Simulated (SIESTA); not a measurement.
Runs of SIESTA 5.4.2 on Te2Mo. The cell holds a slab with vacuum, 6 atoms: a = 6.362 Å, b = 3.480 Å, c = 36.176 Å, α = 90.00°, β = 90.14°, γ = 90.00°. 

```csv
task,level,potentials or basis,energy shift,gap on the mesh (eV),largest force (eV/Å)
band structure,PBE,"PseudoDojo 0.4 standard (PBE files), TZDP (energy shift 0.002 Ry)",0.002 Ry,none,0.76
band structure,RPBE,"PseudoDojo 0.4 standard (PBE files), DZP (energy shift 0.002 Ry; radii capped at 9.5 bohr)",0.002 Ry,none,1.25
band structure,AM05,"PseudoDojo 0.4 standard (PBEsol files), DZP (energy shift 0.002 Ry)",0.002 Ry,none,(b)
band structure,PBE,"PseudoDojo 0.4 standard (PBE files), DZ (energy shift 0.01 Ry)",0.01 Ry,none,(a)
band structure,PBE,"PseudoDojo 0.4 standard (PBE files), SZ (energy shift 0.002 Ry)",0.002 Ry,none,2.04
```

Alike in all rows: no spin polarisation; cell as given; k mesh 4 × 8 × 1; smearing fermi-dirac 0.05 eV; grid cutoff 800 Ry.

**Question.** Fill in the values left out.

**Answer.** (a) 0.36; (b) 0.53.

Caveats: spin-orbit coupling is left out, which moves the levels of the heavy elements; the basis of atomic orbitals isn't converged, which shifts pressures, moduli and gaps; the potentials were made for another functional, which shifts forces and pressure (some runs); the basis has no polarisation orbitals (some runs).

A k mesh can miss the band edges, and the runs leave out spin-orbit coupling on Mo, Te.

A gap of «none» marks a metal or a gap under the smearing width.
